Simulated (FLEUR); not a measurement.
# ZnO (zincite) (P6_3mc) in FLEUR: further runs

The runs below take ZnO (zincite) through band structure, equation of state, with PBEsol.

All numbers are computed with FLEUR MaX-R8.1 (later development tree); they aren't measurements. Logs are shortened: lines on timing, memory, paths and dates and some standing lists are left out, and cuts for length are marked.

**Experimental background.**

From “Electronic structure of alkaline earth and post-transition metal oxides”, 2009, arxiv:0908.1581, for a bulk crystal of ZnO: band gap 3.37 eV.

The runs below are set against these values where they give the same quantity.

## 1. Starting point

Symmetry: P6_3mc, No. 186, hexagonal system. Conventional cell: a = 3.249 Å, b = 3.249 Å, c = 5.206 Å, α = 90.00°, β = 90.00°, γ = 120.00°. Zn (site symmetry 3m) is surrounded by 4 O at 1.97 to 1.98 Å. O (site symmetry 3m) has 4 Zn at 1.97 to 1.98 Å as nearest neighbours.

## 2. Band structure, PBEsol

Input file inp.xml:

```xml
<?xml version="1.0" encoding="UTF-8" standalone="no"?>
<fleurInput fleurInputVersion="0.39">
   <comment>
      ZnO                                                                                                 
   </comment>
   <calculationSetup>
      <cutoffs Kmax="5.0" Gmax="15.5" GmaxXC="15.5" numbands="0"/>
      <scfLoop itmax="60" minDistance="0.00001" maxIterBroyd="15" imix="Anderson" alpha="0.05" precondParam="0.0" spinf="2.0" sdNocoIR="T"/>
      <coreElectrons ctail="T" frcor="F" kcrel="0" coretail_lmax="0"/>
      <xcFunctional name="PBEs" relativisticCorrections="F"/>
      <magnetism jspins="1"/>
      <soc l_soc="F" theta="0.0" phi="0.0" spav="F"/>
      <expertModes spex="0" secvar="F"/>
      <geometryOptimization l_f="F" forcealpha="1.0" forcemix="BFGS" epsdisp="0.00001" epsforce="0.00001"/>
      <ldaU l_linMix="F" mixParam="0.05" spinf="1.0"/>
   </calculationSetup>
   <cell>
      <bzIntegration valenceElectrons="52.0" mode="hist" fermiSmearingEnergy="0.00183747">
         <kPointListSelection listName="default-1"/>
         <!-- k-points included here -->
         <xi:include xmlns:xi="http://www.w3.org/2001/XInclude" href="kpts.xml"> </xi:include>
      </bzIntegration>
      <!-- symmetry operations included here -->
      <xi:include xmlns:xi="http://www.w3.org/2001/XInclude" href="sym.xml"> </xi:include>
      <bulkLattice scale="1.0">
         <bravaisMatrix>
[... 33 lines left out ...]
         <lo type="SCLO" l="1" n="2" eDeriv="2"/>
         <lo type="SCLO" l="2" n="3" eDeriv="2"/>
      </species>
   </atomSpecies>
   <atomGroups>
      <atomGroup species="Zinc (Zn)">
         <relPos label="                   1">-1.000/3.000 1.000/3.000 .0000000000</relPos>
         <relPos label="                   2">1.000/3.000 -1.000/3.000 1.000/2.000</relPos>
         <force calculate="T" relaxXYZ="TTT"/>
      </atomGroup>
      <atomGroup species="Oxygen (O)">
         <relPos label="                   3">1.000/3.000 -1.000/3.000 -.1209900000</relPos>
         <relPos label="                   4">-1.000/3.000 1.000/3.000 .3790100000</relPos>
         <force calculate="T" relaxXYZ="TTT"/>
      </atomGroup>
   </atomGroups>
   <output dos="F" band="F" slice="F">
      <checks vchk="F" cdinf="F"/>
      <bandDOS minEnergy="-.5*Htr" maxEnergy="0.5*Htr" sigma="0.015" storeEVData="T"/>
      <vacuumDOS vacdos="F" integ="F" star="F" nstars="0" locx1="0.0" locy1="0.0" locx2="0.0" locy2="0.0" nstm="0" tworkf="0.0"/>
      <unfoldingBand unfoldBand="F" supercellX="1" supercellY="1" supercellZ="1"/>
      <plotting iplot="0" polar="F">
         <plot TwoD="T" vec1="  1.0  0.0  0.0" vec2="  0.0  1.0  0.0" vec3="  0.0  0.0  1.0" zero="  0.0  0.0  0.0" file="plot"/>
      </plotting>
      <chargeDensitySlicing numkpt="0" minEigenval="0.0" maxEigenval="0.0" nnne="0" pallst="F"/>
      <specialOutput eonly="F"/>
      <moessbauerParams electricFieldGradient="T" isomerShift="T" coreHyperfine="T" valenceHyperfine="T"/>
      <magneticCircularDichroism mcd="F" energyLo="-10.0" energyUp="0.0"/>
   </output>
  <!-- We include the file relax.xml here to enable relaxations (see documentation) -->
  <xi:include xmlns:xi="http://www.w3.org/2001/XInclude" href="relax.xml"> <xi:fallback/> </xi:include>
</fleurInput>
```

Input file crystal.txt:

```
ZnO
&input cartesian=F /
3.2493080000  0.0000000000  0.0000000000
-1.6246540000  2.8139832727  0.0000000000
0.0000000000  0.0000000000  5.2057090000
1.8897261246
1.0 1.0 1.0

4
30 0.6666666667  0.3333333333  0.0000000000
30 0.3333333333  0.6666666667  0.5000000000
8 0.3333333333  0.6666666667  0.8790100000
8 0.6666666667  0.3333333333  0.3790100000

&kpt div1=9 div2=9 div3=5 gamma=T /
```

Input file inp.xml (bands):

```
<?xml version="1.0" encoding="UTF-8" standalone="no"?>
<fleurInput fleurInputVersion="0.39">
   <comment>
      ZnO                                                                                                 
   </comment>
   <calculationSetup>
      <cutoffs Kmax="5.0" Gmax="15.5" GmaxXC="15.5" numbands="0"/>
      <scfLoop itmax="60" minDistance="0.00001" maxIterBroyd="15" imix="Anderson" alpha="0.05" precondParam="0.0" spinf="2.0" sdNocoIR="T"/>
      <coreElectrons ctail="T" frcor="F" kcrel="0" coretail_lmax="0"/>
      <xcFunctional name="PBEs" relativisticCorrections="F"/>
      <magnetism jspins="1"/>
      <soc l_soc="F" theta="0.0" phi="0.0" spav="F"/>
      <expertModes spex="0" secvar="F"/>
      <geometryOptimization l_f="F" forcealpha="1.0" forcemix="BFGS" epsdisp="0.00001" epsforce="0.00001"/>
      <ldaU l_linMix="F" mixParam="0.05" spinf="1.0"/>
   </calculationSetup>
   <cell>
      <bzIntegration valenceElectrons="52.0" mode="hist" fermiSmearingEnergy="0.00183747">
         <kPointListSelection listName="path-1"/>
         <!-- k-points included here -->
         <xi:include xmlns:xi="http://www.w3.org/2001/XInclude" href="kpts.xml"> </xi:include>
      </bzIntegration>
      <!-- symmetry operations included here -->
      <xi:include xmlns:xi="http://www.w3.org/2001/XInclude" href="sym.xml"> </xi:include>
      <bulkLattice scale="1.0">
         <bravaisMatrix>
[... 32 lines left out ...]
         <lo type="SCLO" l="0" n="2" eDeriv="2"/>
         <lo type="SCLO" l="1" n="2" eDeriv="2"/>
         <lo type="SCLO" l="2" n="3" eDeriv="2"/>
      </species>
   </atomSpecies>
   <atomGroups>
      <atomGroup species="Zinc (Zn)">
         <relPos label="                   1">-1.000/3.000 1.000/3.000 .0000000000</relPos>
         <relPos label="                   2">1.000/3.000 -1.000/3.000 1.000/2.000</relPos>
         <force calculate="T" relaxXYZ="TTT"/>
      </atomGroup>
      <atomGroup species="Oxygen (O)">
         <relPos label="                   3">1.000/3.000 -1.000/3.000 -.1209900000</relPos>
         <relPos label="                   4">-1.000/3.000 1.000/3.000 .3790100000</relPos>
         <force calculate="T" relaxXYZ="TTT"/>
      </atomGroup>
   </atomGroups>
   <output dos="F" band="T" slice="F">
      <checks vchk="F" cdinf="F"/>
      <bandDOS minEnergy="-.5*Htr" maxEnergy="0.5*Htr" sigma="0.015" storeEVData="T"/>
      <vacuumDOS vacdos="F" integ="F" star="F" nstars="0" locx1="0.0" locy1="0.0" locx2="0.0" locy2="0.0" nstm="0" tworkf="0.0"/>
      <unfoldingBand unfoldBand="F" supercellX="1" supercellY="1" supercellZ="1"/>
      <plotting iplot="0" polar="F">
         <plot TwoD="T" vec1="  1.0  0.0  0.0" vec2="  0.0  1.0  0.0" vec3="  0.0  0.0  1.0" zero="  0.0  0.0  0.0" file="plot"/>
      </plotting>
      <chargeDensitySlicing numkpt="0" minEigenval="0.0" maxEigenval="0.0" nnne="0" pallst="F"/>
      <specialOutput eonly="F"/>
      <moessbauerParams electricFieldGradient="T" isomerShift="T" coreHyperfine="T" valenceHyperfine="T"/>
      <magneticCircularDichroism mcd="F" energyLo="-10.0" energyUp="0.0"/>
   </output>
  <!-- We include the file relax.xml here to enable relaxations (see documentation) -->
  <xi:include xmlns:xi="http://www.w3.org/2001/XInclude" href="relax.xml"> <xi:fallback/> </xi:include>
</fleurInput>
```

Potentials or basis: all-electron, FLAPW.

Launch:

```console
inpgen -f crystal.txt -profile fastHighL
# inp.xml edited to the form shown
fleur_MPI
fleur_MPI   # second run, on inp.xml (bands)
```

Standard output:

```text
Welcome to FLEUR        (www.flapw.de)
      MaX-Release 8.1          (www.max-centre.eu)

 ========== k-point set info ==========
 Selected k-point list: default-1
 k-point list type: mesh
 9 x 9 x 5
 Number of k points: 36

 ------------Calculation Setup---------------------------
 Number of MPI-tasks      :            1
 Number of PE/node        :            1
 Number of OMP-threads    :            1
 Most efficient MPI parallelization for:
           1           2           3           4           6           9          12          18          36
 Additional eigenvalue parallelization possible
 Number of basis functions:          867
 Approximate size of matrices (H+S) per k-point:         0.022 GB
 --------------------------------------------------------
 Iteration:     1   Distance:      22.93127996 me/bohr^3
 Iteration:     2   Distance:      19.31139301 me/bohr^3
 Iteration:     3   Distance:       7.47278627 me/bohr^3
 Iteration:     4   Distance:       5.19717520 me/bohr^3
 Iteration:     5   Distance:       3.50525251 me/bohr^3
 Iteration:     6   Distance:       0.58480305 me/bohr^3
 Iteration:     7   Distance:       0.51825269 me/bohr^3
 Iteration:     8   Distance:       0.07681305 me/bohr^3
 Iteration:     9   Distance:       0.06300754 me/bohr^3
 Iteration:    10   Distance:       0.01332878 me/bohr^3
 Iteration:    11   Distance:       0.00342251 me/bohr^3
 Iteration:    12   Distance:       0.00099618 me/bohr^3
 Iteration:    13   Distance:       0.00027504 me/bohr^3
 Iteration:    14   Distance:       0.00010577 me/bohr^3
 Iteration:    15   Distance:       0.00001738 me/bohr^3
 Iteration:    16   Distance:       0.00001431 me/bohr^3
 Iteration:    17   Distance:       0.00000499 me/bohr^3

 ********************************************************************
 Run finished successfully
 Stop message:
   all done
 ********************************************************************
```

It took 3.6 min on 1 thread of Intel Xeon Platinum 8488C (Sapphire Rapids), shared host; peak memory 0.1 GiB.

Results:

- Free energy: -101757.7048 eV
- Band gap on the k mesh: 0.72 eV, direct
- Band gap along the path: 0.72 eV, direct
- Valence electrons inside the program's atomic spheres: Zn 18.07; O 4.81 (radii Zn 1.96, O 1.5 bohr)

Levels at the corners of the path, in eV from the valence-band top:
```
point  band 23  band 24  band 25  band 26  band 27  band 28  band 29  band 30
    Γ    -0.81    -0.07     0.00     0.00     0.72     5.14     8.16    12.76
    M    -2.85    -2.29    -1.30    -0.83     5.71     6.73     7.50     8.44
    K    -3.53    -1.93    -1.93    -1.72     7.54     7.64     7.64     8.02
    Γ    -0.81    -0.07     0.00     0.00     0.72     5.14     8.16    12.76
    A    -0.40    -0.40    -0.40    -0.40     3.40     3.40    10.01    10.01
    L    -1.51    -1.51    -1.36    -1.36     5.61     5.61     8.37     8.37
    H    -2.71    -2.71    -1.23    -1.23     7.88     7.88     7.94     7.94
    A    -0.40    -0.40    -0.40    -0.40     3.40     3.40    10.01    10.01
    L    -1.51    -1.51    -1.36    -1.36     5.61     5.61     8.37     8.37
    M    -2.85    -2.29    -1.30    -0.83     5.71     6.73     7.50     8.44
    K    -3.53    -1.93    -1.93    -1.72     7.54     7.64     7.64     8.02
    H    -2.71    -2.71    -1.23    -1.23     7.88     7.88     7.94     7.94
```

Core levels (eV from the Fermi level):
```
atom                                                     levels
1 Zn  1s1/2 -9509.4, 2s1/2 -1151.3, 2p1/2 -1013.6, 2p3/2 -989.7
2 Zn  1s1/2 -9509.4, 2s1/2 -1151.3, 2p1/2 -1013.6, 2p3/2 -989.7
 3 O                                               1s1/2 -503.5
 4 O                                               1s1/2 -503.5
```

## 3. Equation of state, PBEsol, 11.19 Å³/atom (volume scaled by 0.94)

Changes to inp.xml since step 2:

```diff
@@ -6,3 +6,3 @@
    <calculationSetup>
-      <cutoffs Kmax="5.0" Gmax="15.5" GmaxXC="15.5" numbands="0"/>
+      <cutoffs Kmax="5.16" Gmax="16.0" GmaxXC="16.0" numbands="0"/>
       <scfLoop itmax="60" minDistance="0.00001" maxIterBroyd="15" imix="Anderson" alpha="0.05" precondParam="0.0" spinf="2.0" sdNocoIR="T"/>
@@ -24,3 +24,3 @@
       <xi:include xmlns:xi="http://www.w3.org/2001/XInclude" href="sym.xml"> </xi:include>
-      <bulkLattice scale="1.0">
+      <bulkLattice scale="0.9795861087">
          <bravaisMatrix>
@@ -34,3 +34,3 @@
       <species name="Zinc (Zn)" element="Zn" atomicNumber="30">
-         <mtSphere radius="1.96" gridPoints="649" logIncrement="0.019"/>
+         <mtSphere radius="1.9" gridPoints="649" logIncrement="0.019"/>
          <atomicCutoffs lmax="8" lnonsphr="6"/>
@@ -49,3 +49,3 @@
       <species name="Oxygen (O)" element="O" atomicNumber="8">
-         <mtSphere radius="1.5" gridPoints="497" logIncrement="0.021"/>
+         <mtSphere radius="1.45" gridPoints="497" logIncrement="0.021"/>
          <atomicCutoffs lmax="8" lnonsphr="6"/>
```

Potentials or basis: all-electron, FLAPW.

Launch:

```console
inpgen -f crystal.txt -profile fastHighL
# inp.xml edited to the form shown
fleur_MPI
```

Standard output:

```text
Welcome to FLEUR        (www.flapw.de)
      MaX-Release 8.1          (www.max-centre.eu)

 ========== k-point set info ==========
 Selected k-point list: default-1
 k-point list type: mesh
 9 x 9 x 5
 Number of k points: 36

 ------------Calculation Setup---------------------------
 Number of MPI-tasks      :            1
 Number of PE/node        :            1
 Number of OMP-threads    :            1
 Most efficient MPI parallelization for:
           1           2           3           4           6           9          12          18          36
 Additional eigenvalue parallelization possible
 Number of basis functions:          885
 Approximate size of matrices (H+S) per k-point:         0.023 GB
 --------------------------------------------------------
 Iteration:     1   Distance:      23.85784506 me/bohr^3
 Iteration:     2   Distance:      20.20244065 me/bohr^3
 Iteration:     3   Distance:       7.76738276 me/bohr^3
 Iteration:     4   Distance:       5.23822769 me/bohr^3
 Iteration:     5   Distance:       3.70882343 me/bohr^3
 Iteration:     6   Distance:       0.56194040 me/bohr^3
 Iteration:     7   Distance:       0.48898731 me/bohr^3
 Iteration:     8   Distance:       0.06734729 me/bohr^3
 Iteration:     9   Distance:       0.05340212 me/bohr^3
 Iteration:    10   Distance:       0.01116398 me/bohr^3
 Iteration:    11   Distance:       0.00234755 me/bohr^3
 Iteration:    12   Distance:       0.00086198 me/bohr^3
 Iteration:    13   Distance:       0.00013920 me/bohr^3
 Iteration:    14   Distance:       0.00013812 me/bohr^3
 Iteration:    15   Distance:       0.00001635 me/bohr^3
 Iteration:    16   Distance:       0.00001348 me/bohr^3
 Iteration:    17   Distance:       0.00000524 me/bohr^3

 ********************************************************************
 Run finished successfully
 Stop message:
   all done
 ********************************************************************
```

It took 3.6 min on 1 thread of Intel Xeon Platinum 8488C (Sapphire Rapids), shared host; peak memory 0.1 GiB.

What came out:

| Property | Result |
| --- | --- |
| Free energy | -101757.6452 eV |
| Band gap on the k mesh | 0.80 eV, direct |
| Valence electrons inside the program's atomic spheres | Zn 17.97; O 4.67 (radii Zn 1.9, O 1.45 bohr) |

## 4. Equation of state, PBEsol, 11.42 Å³/atom (volume scaled by 0.96)

Changes to inp.xml since step 3:

```diff
@@ -24,3 +24,3 @@
       <xi:include xmlns:xi="http://www.w3.org/2001/XInclude" href="sym.xml"> </xi:include>
-      <bulkLattice scale="0.9795861087">
+      <bulkLattice scale="0.9864848297">
          <bravaisMatrix>
```

Launch:

```console
inpgen -f crystal.txt -profile fastHighL
# inp.xml edited to the form shown
fleur_MPI
```

Wall time 3.7 min (1 thread of Intel Xeon Platinum 8488C (Sapphire Rapids), shared host); peak memory 0.1 GiB.

It converged, with:

* Free energy: -101757.6836 eV
* Band gap on the k mesh: 0.77 eV, direct
* Valence electrons inside the program's atomic spheres: Zn 17.96; O 4.66 (radii Zn 1.9, O 1.45 bohr)

## 5. Equation of state, PBEsol, 11.90 Å³/atom

Changes to inp.xml since step 4:

```diff
@@ -24,3 +24,3 @@
       <xi:include xmlns:xi="http://www.w3.org/2001/XInclude" href="sym.xml"> </xi:include>
-      <bulkLattice scale="0.9864848297">
+      <bulkLattice scale="1.0000000000">
          <bravaisMatrix>
```

Launch:

```console
inpgen -f crystal.txt -profile fastHighL
# inp.xml edited to the form shown
fleur_MPI
```

Wall time 4 min (1 thread of Intel Xeon Platinum 8488C (Sapphire Rapids), shared host); peak memory 0.11 GiB.

The run converged. Its results:

| Quantity | Value |
| --- | --- |
| Free energy | -101757.7014 eV |
| Band gap on the k mesh | 0.71 eV, direct |
| Valence electrons inside the program's atomic spheres | Zn 17.93; O 4.64 (radii Zn 1.9, O 1.45 bohr) |

## 6. Equation of state, PBEsol, 12.38 Å³/atom (volume scaled by 1.04)

Changes to inp.xml since step 5:

```diff
@@ -24,3 +24,3 @@
       <xi:include xmlns:xi="http://www.w3.org/2001/XInclude" href="sym.xml"> </xi:include>
-      <bulkLattice scale="1.0000000000">
+      <bulkLattice scale="1.0131594038">
          <bravaisMatrix>
```

Potentials or basis: all-electron, FLAPW.

Launch:

```console
inpgen -f crystal.txt -profile fastHighL
# inp.xml edited to the form shown
fleur_MPI
```

Wall time 4.4 min (1 thread of Intel Xeon Platinum 8488C (Sapphire Rapids), shared host); peak memory 0.11 GiB.

Results (log left out):

```
Free energy                                           : -101757.6526 eV
Band gap on the k mesh                                : 0.66 eV, direct
Valence electrons inside the program's atomic spheres : Zn 17.91; O 4.62 (radii Zn 1.9, O 1.45 bohr)
```

## 7. Equation of state, PBEsol, 12.61 Å³/atom (volume scaled by 1.06)

Changes to inp.xml since step 6:

```diff
@@ -24,3 +24,3 @@
       <xi:include xmlns:xi="http://www.w3.org/2001/XInclude" href="sym.xml"> </xi:include>
-      <bulkLattice scale="1.0131594038">
+      <bulkLattice scale="1.0196128224">
          <bravaisMatrix>
```

Launch:

```console
inpgen -f crystal.txt -profile fastHighL
# inp.xml edited to the form shown
fleur_MPI
```

It took 4.6 min on 1 thread of Intel Xeon Platinum 8488C (Sapphire Rapids), shared host; peak memory 0.11 GiB.

The run converged. Its results:

```yaml
Free_energy: -101757.6075 eV
Band_gap_on_the_k_mesh: 0.63 eV, direct
Valence_electrons_inside_the_program's_atomic_spheres: Zn 17.90; O 4.61 (radii Zn 1.9, O 1.45 bohr)
```

## 8. Equation of state, PBEsol

Potentials or basis: all-electron, FLAPW.

This step only gathers the single runs of the series.

What came out:

| Quantity | Value |
| --- | --- |
| Equilibrium volume | 11.77 Å³/atom |
| Bulk modulus at fixed shape and positions | 145 GPa |
| Pressure derivative of the bulk modulus | 4.2 (rough: it moves with the points fitted) |

Energy against volume, from the lowest point:
| volume (Å³/atom) | energy (meV/atom) |
| --- | --- |
| 11.186 | 14.04 |
| 11.424 | 4.44 |
| 11.900 | 0.00 |
| 12.376 | 12.21 |
| 12.614 | 23.48 |

Caveat: the cell was scaled at fixed shape and fractional positions, which overstates the stiffness of a crystal with free parameters, most of all of layers and chains.

## 9. How close it comes

Step 2. Against the measured gap of ZnO, 3.37 eV (quoted in “Electronic structure of alkaline earth and post-transition metal oxides”, 2009, arxiv:0908.1581), the calculated 0.72 eV is off by -2.65 eV. So large a miss can be the level of theory's own, or it may mean another phase, state or a wrong row. The value is that of PBEsol, without temperature or zero-point motion. Semilocal functionals fall short of measured gaps as a rule.
